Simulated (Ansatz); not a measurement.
## Tc: one input, then a changed one

The cell is COD entry 1541062, as deposited and not checked against the literature; nothing was relaxed.

First run: DFT, PBEsol, all-electron LAPW, scalar-relativistic (Ansatz 0.2.0).

Command: `ansatz run input.yaml --threads 1 --pin off --max-ram 2048MiB --backend cpu --events-out ev --progress --plain --runs-dir out` The run took 67 s on 1 thread of Arm Neoverse V1, on a shared host, peak memory 0.6 GiB.

```yaml
crystal:
  lattice:
    - [2.7400001704, 0.0, 0.0]
    - [-1.3700000852, 2.372909754, 0.0]
    - [0.0, 0.0, 4.398]
  atoms:
    - { symbol: Tc, position: [0.3333333333, 0.6666666667, 0.25] }
    - { symbol: Tc, position: [0.6666666667, 0.3333333333, 0.75] }
kpoints:
  mp_grid: { grid: [17, 17, 9] }
  band_path:
    path:
      - [0.0, 0.0, 0.0]
      - [0.5, 0.0, 0.0]
      - [0.3333333333, 0.3333333333, 0.0]
      - [0.0, 0.0, 0.0]
      - [0.0, 0.0, 0.5]
      - [0.5, 0.0, 0.5]
      - [0.3333333333, 0.3333333333, 0.5]
      - [0.0, 0.0, 0.5]
      - [0.5, 0.0, 0.5]
    npoints: 5
scf:
  occupations: { method: fermi_dirac, width: 0.08 }
hamiltonian:
  xc: pbesol
  pseudopotentials: { kind: all_electron, lapw: { basis_error: 0.001 } }
output:
  forces: true
  stress: true
  eigenvalues: true
```

Result: converged; pressure -6.36 GPa; no gap on the k mesh; 8 SCF iterations.

The input is then changed:

```diff
@@ -22,5 +22,5 @@
     npoints: 5
 scf:
-  occupations: { method: fermi_dirac, width: 0.08 }
+  occupations: { method: gaussian, width: 0.3 }
 hamiltonian:
   xc: pbesol
```

Predict the outcome of the changed run.

It converged; energy at zero smearing +0.5 meV/atom from the first run; pressure -6.19 GPa; no gap on the k mesh; 8 SCF iterations. Some of these settings are too coarse for converged properties.
